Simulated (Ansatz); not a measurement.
# V: pressure up to the limit of the methods

Aim: compress V (sc type) step by step, far beyond the usual range, and follow pressure and electronic structure. Methods of the runs shown: LAPW, crystal datasets and norm-conserving. Companion runs by PAW are cited. Its runs: the reference run (LAPW); volume scaled by 1 (crystal datasets and norm-conserving); volume scaled by 0.92 (LAPW and crystal datasets); volume scaled by 0.84 (LAPW and crystal datasets); volume scaled by 0.76 (LAPW and norm-conserving); volume scaled by 0.68 (LAPW and crystal datasets); volume scaled by 0.6 (LAPW); volume scaled by 0.52 (LAPW); volume scaled by 0.45 (LAPW, crystal datasets and norm-conserving).

This is V in the simple cubic structure; at room conditions it is bcc.

Program: Ansatz 0.2.0. Level of theory: DFT PBE, with the methods named in each step. These are calculated values, not measurements.

## 1. The system as given

The structure is cubic, space group Pm-3m (No. 221). The conventional cell has a = 2.452 Å, b = 2.452 Å, c = 2.452 Å, α = 90.00°, β = 90.00°, γ = 90.00°. V (site symmetry m-3m) has 6 V at 2.45 Å as nearest neighbours.

Structure file:

```cif
data_structure
_symmetry_space_group_name_H-M 'P 1'
_symmetry_Int_Tables_number 1
_cell_length_a 2.4516
_cell_length_b 2.4516
_cell_length_c 2.4516
_cell_angle_alpha 90.000
_cell_angle_beta 90.000
_cell_angle_gamma 90.000
_cell_volume 14.73
loop_
_atom_site_label
_atom_site_type_symbol
_atom_site_fract_x
_atom_site_fract_y
_atom_site_fract_z
_atom_site_occupancy
V1 V 0.00000 0.00000 0.00000 1
```

Whether this phase is the stable one at these pressures isn't tested.

## 2. The reference volume, LAPW

input.yaml

```yaml
crystal:
  lattice:
    - [2.4515863266, 0.0, 0.0]
    - [0.0, 2.4515863266, 0.0]
    - [0.0, 0.0, 2.4515863266]
  atoms:
    - { symbol: V, position: [0.0, 0.0, 0.0] }
kpoints:
  mp_grid: { grid: [15, 15, 15] }
  band_path:
    path:
      - [0.0, 0.0, 0.0]
      - [0.0, 0.5, 0.0]
      - [0.5, 0.5, 0.0]
      - [0.0, 0.0, 0.0]
      - [0.5, 0.5, 0.5]
      - [0.0, 0.5, 0.0]
      - [0.5, 0.5, 0.5]
      - [0.5, 0.5, 0.0]
    npoints: 14
scf:
  occupations: { method: fermi_dirac, width: 0.08 }
hamiltonian:
  xc: pbe
  pseudopotentials: { kind: all_electron, lapw: { basis_error: 0.001 } }
output:
  forces: true
  stress: true
  eigenvalues: true
  populations: true
  dos: { projected: true, de: 0.2, e_range: [-14, 8] }
```

On the command line:

```console
ansatz run input.yaml --threads 1 --pin off --max-ram 2048MiB --backend cpu --events-out ev --progress --plain --runs-dir out
```

## 3. Volume scaled by 1, crystal datasets

input.yaml

```yaml
crystal:
  lattice:
    - [2.4515863266, 0.0, 0.0]
    - [0.0, 2.4515863266, 0.0]
    - [0.0, 0.0, 2.4515863266]
  atoms:
    - { symbol: V, position: [0.0, 0.0, 0.0] }
kpoints:
  mp_grid: { grid: [15, 15, 15] }
scf:
  occupations: { method: fermi_dirac, width: 0.08 }
hamiltonian:
  xc: pbe
  pseudopotentials: { kind: all_electron, datasets: crystal }
output:
  forces: true
  stress: true
  eigenvalues: true
```

## 4. Volume scaled by 1, norm-conserving

input.yaml, as its differences from that of step 3:

```diff
@@ -13,3 +13,3 @@
   xc: pbe
-  pseudopotentials: { kind: all_electron, datasets: crystal }
+  pseudopotentials: { kind: nc }
 output:
```

## 5. Volume scaled by 0.92, LAPW

input.yaml

```yaml
crystal:
  lattice:
    - [2.3843854678, 0.0, 0.0]
    - [0.0, 2.3843854678, 0.0]
    - [0.0, 0.0, 2.3843854678]
  atoms:
    - { symbol: V, position: [0.0, 0.0, 0.0] }
kpoints:
  mp_grid: { grid: [15, 15, 15] }
scf:
  occupations: { method: fermi_dirac, width: 0.08 }
hamiltonian:
  xc: pbe
  pseudopotentials: { kind: all_electron, lapw: { basis_error: 0.001 } }
output:
  forces: true
  stress: true
  eigenvalues: true
  populations: true
```

## 6. Volume scaled by 0.92, crystal datasets

input.yaml, as its differences from that of step 5:

```diff
@@ -13,3 +13,3 @@
   xc: pbe
-  pseudopotentials: { kind: all_electron, lapw: { basis_error: 0.001 } }
+  pseudopotentials: { kind: all_electron, datasets: crystal }
 output:
@@ -18,2 +18 @@
   eigenvalues: true
-  populations: true
```

## 7. Volume scaled by 0.84, LAPW

input.yaml

```yaml
crystal:
  lattice:
    - [2.3131668111, 0.0, 0.0]
    - [0.0, 2.3131668111, 0.0]
    - [0.0, 0.0, 2.3131668111]
  atoms:
    - { symbol: V, position: [0.0, 0.0, 0.0] }
kpoints:
  mp_grid: { grid: [15, 15, 15] }
scf:
  occupations: { method: fermi_dirac, width: 0.08 }
hamiltonian:
  xc: pbe
  pseudopotentials: { kind: all_electron, lapw: { basis_error: 0.001 } }
output:
  forces: true
  stress: true
  eigenvalues: true
  populations: true
```

## 8. Volume scaled by 0.84, crystal datasets

input.yaml, as its differences from that of step 7:

```diff
@@ -13,3 +13,3 @@
   xc: pbe
-  pseudopotentials: { kind: all_electron, lapw: { basis_error: 0.001 } }
+  pseudopotentials: { kind: all_electron, datasets: crystal }
 output:
@@ -18,2 +18 @@
   eigenvalues: true
-  populations: true
```

## 9. Volume scaled by 0.76, LAPW

input.yaml

```yaml
crystal:
  lattice:
    - [2.2372699421, 0.0, 0.0]
    - [0.0, 2.2372699421, 0.0]
    - [0.0, 0.0, 2.2372699421]
  atoms:
    - { symbol: V, position: [0.0, 0.0, 0.0] }
kpoints:
  mp_grid: { grid: [15, 15, 15] }
scf:
  occupations: { method: fermi_dirac, width: 0.08 }
hamiltonian:
  xc: pbe
  pseudopotentials: { kind: all_electron, lapw: { basis_error: 0.001 } }
output:
  forces: true
  stress: true
  eigenvalues: true
  populations: true
```

## 10. Volume scaled by 0.76, norm-conserving

input.yaml, as its differences from that of step 9:

```diff
@@ -13,3 +13,3 @@
   xc: pbe
-  pseudopotentials: { kind: all_electron, lapw: { basis_error: 0.001 } }
+  pseudopotentials: { kind: nc }
 output:
@@ -18,2 +18 @@
   eigenvalues: true
-  populations: true
```

## 11. Volume scaled by 0.68, LAPW

input.yaml

```yaml
crystal:
  lattice:
    - [2.155841501, 0.0, 0.0]
    - [0.0, 2.155841501, 0.0]
    - [0.0, 0.0, 2.155841501]
  atoms:
    - { symbol: V, position: [0.0, 0.0, 0.0] }
kpoints:
  mp_grid: { grid: [15, 15, 15] }
scf:
  occupations: { method: fermi_dirac, width: 0.08 }
hamiltonian:
  xc: pbe
  pseudopotentials: { kind: all_electron, lapw: { basis_error: 0.001 } }
output:
  forces: true
  stress: true
  eigenvalues: true
  populations: true
```

## 12. Volume scaled by 0.68, crystal datasets

input.yaml, as its differences from that of step 11:

```diff
@@ -13,3 +13,3 @@
   xc: pbe
-  pseudopotentials: { kind: all_electron, lapw: { basis_error: 0.001 } }
+  pseudopotentials: { kind: all_electron, datasets: crystal }
 output:
@@ -18,2 +18 @@
   eigenvalues: true
-  populations: true
```

## 13. Volume scaled by 0.6, LAPW

input.yaml

```yaml
crystal:
  lattice:
    - [2.0677479897, 0.0, 0.0]
    - [0.0, 2.0677479897, 0.0]
    - [0.0, 0.0, 2.0677479897]
  atoms:
    - { symbol: V, position: [0.0, 0.0, 0.0] }
kpoints:
  mp_grid: { grid: [15, 15, 15] }
scf:
  occupations: { method: fermi_dirac, width: 0.08 }
hamiltonian:
  xc: pbe
  pseudopotentials: { kind: all_electron, lapw: { basis_error: 0.001 } }
output:
  forces: true
  stress: true
  eigenvalues: true
  populations: true
```

## 14. Volume scaled by 0.52, LAPW

input.yaml, as its differences from that of step 13:

```diff
@@ -2,5 +2,5 @@
   lattice:
-    - [2.0677479897, 0.0, 0.0]
-    - [0.0, 2.0677479897, 0.0]
-    - [0.0, 0.0, 2.0677479897]
+    - [1.9714312586, 0.0, 0.0]
+    - [0.0, 1.9714312586, 0.0]
+    - [0.0, 0.0, 1.9714312586]
   atoms:
```

## 15. Volume scaled by 0.45, LAPW

input.yaml

```yaml
crystal:
  lattice:
    - [1.8786737264, 0.0, 0.0]
    - [0.0, 1.8786737264, 0.0]
    - [0.0, 0.0, 1.8786737264]
  atoms:
    - { symbol: V, position: [0.0, 0.0, 0.0] }
kpoints:
  mp_grid: { grid: [15, 15, 15] }
  band_path:
    path:
      - [0.0, 0.0, 0.0]
      - [0.0, 0.5, 0.0]
      - [0.5, 0.5, 0.0]
      - [0.0, 0.0, 0.0]
      - [0.5, 0.5, 0.5]
      - [0.0, 0.5, 0.0]
      - [0.5, 0.5, 0.5]
      - [0.5, 0.5, 0.0]
    npoints: 8
scf:
  occupations: { method: fermi_dirac, width: 0.08 }
hamiltonian:
  xc: pbe
  pseudopotentials: { kind: all_electron, lapw: { basis_error: 0.001 } }
output:
  forces: true
  stress: true
  eigenvalues: true
  populations: true
  dos: { projected: true, de: 0.2, e_range: [-14, 8] }
```

## 16. Volume scaled by 0.45, crystal datasets

input.yaml

```yaml
crystal:
  lattice:
    - [1.8786737264, 0.0, 0.0]
    - [0.0, 1.8786737264, 0.0]
    - [0.0, 0.0, 1.8786737264]
  atoms:
    - { symbol: V, position: [0.0, 0.0, 0.0] }
kpoints:
  mp_grid: { grid: [15, 15, 15] }
scf:
  occupations: { method: fermi_dirac, width: 0.08 }
hamiltonian:
  xc: pbe
  pseudopotentials: { kind: all_electron, datasets: crystal }
output:
  forces: true
  stress: true
  eigenvalues: true
```

## 17. Volume scaled by 0.45, norm-conserving

input.yaml, as its differences from that of step 16:

```diff
@@ -13,3 +13,3 @@
   xc: pbe
-  pseudopotentials: { kind: all_electron, datasets: crystal }
+  pseudopotentials: { kind: nc }
 output:
```

(Steps that only read results are left out.)

Before running it: what results should come out? Wanted: LAPW pressure at 0.45 of the volume; PAW pressure at 0.45 of the volume; crystal datasets pressure at 0.45 of the volume; norm-conserving pressure at 0.45 of the volume; fitted bulk modulus at zero pressure.

The runs gave:

| quantity | value |
| --- | --- |
| LAPW pressure at 0.45 of the volume | 504.0 GPa |
| PAW pressure at 0.45 of the volume | 499.8 GPa |
| crystal datasets pressure at 0.45 of the volume | 504.0 GPa |
| norm-conserving pressure at 0.45 of the volume | 497.7 GPa |
| fitted bulk modulus at zero pressure (LAPW) | 129 GPa |
| its pressure derivative | 3.94 |

In words: By LAPW the pressure climbs to 504 GPa at 0.45 of the first volume. One third-order Birch-Murnaghan curve follows these points (B₀ = 129 GPa, B′ = 3.94, misfit at most 1.04 GPa). A fit over so wide a range leans to the high pressures, so B₀ can be off by several per cent. Where LAPW's pressure is over 3 GPa, PAW's departs from it by at most 0.8 %, at 0.45 of the volume. The ions are at rest, and the electrons smeared by 0.08 eV.
